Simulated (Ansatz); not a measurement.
# ZnS: the cost of one run

Program: Ansatz 0.2.0. Level of theory: DFT PBE, scalar-relativistic, plane waves, PAW. These are calculated values, not measurements.

2 further runs of the same task are left out: 1 that didn't finish, 1 set aside as unsound or not needed. Runs told in other sessions of the task aren't counted.

### Step 1. The structure to begin with

Symmetry: P6_3mc, No. 186, hexagonal system. Conventional cell: a = 3.845 Å, b = 3.845 Å, c = 6.305 Å, α = 90.00°, β = 90.00°, γ = 120.00°. Zn (site symmetry 3m) is surrounded by 4 S at 2.36 Å. S (site symmetry 3m) is surrounded by 4 Zn at 2.36 Å.

As a file:

```
Zn S
1.0
     3.84549    0.00000    0.00000
    -1.92275    3.33029    0.00000
     0.00000    0.00000    6.30533
Zn S
2 2
Direct
  0.33333 0.66667 0.00522
  0.66667 0.33333 0.50522
  0.33333 0.66667 0.37978
  0.66667 0.33333 0.87978
```

This cell was relaxed beforehand with the same method: volume 20.19 Å³/atom, gap on the mesh 2.08 eV.

### Step 2. Zero of energy

Reference values: F = -8445.4574 eV; pressure -0.01 GPa; largest force 0.001 eV/Å; gap on the mesh 2.08 eV. It was computed beforehand with the settings of the runs below.

### Step 3. Next: a two-dimensional strain map

The cell is strained by p along both x and y and by q along z, with fractional coordinates fixed.

### Step 4. p = -0.080, q = -0.080

Contents of input.yaml:

```yaml
crystal:
  lattice:
    - [3.5378535486, 0.0, 0.0]
    - [-1.7689267743, 3.0638710479, 0.0]
    - [0.0, 0.0, 5.8009066467]
  atoms:
    - { symbol: Zn, position: [0.3333333333, 0.6666666667, 0.0052197901] }
    - { symbol: Zn, position: [0.6666666667, 0.3333333333, 0.5052197901] }
    - { symbol: S, position: [0.3333333333, 0.6666666667, 0.3797802099] }
    - { symbol: S, position: [0.6666666667, 0.3333333333, 0.8797802099] }
basis:
  ecutwfc: 420
kpoints:
  mp_grid: { grid: [12, 12, 4] }
hamiltonian:
  xc: pbe
scf:
  occupations: { method: gaussian, width: 0.05 }
output:
  forces: true
  stress: true
  eigenvalues: true
```

Launch:

```bash
$ ansatz run input.yaml --threads 2 --pin off --max-ram 5120MiB --backend cpu --events-out ev --progress --plain --runs-dir out
```

What time and memory should one allow on 2 threads of AMD EPYC (Zen 3), shared host?

About 7.5 s, with a peak of 0.41 GiB.
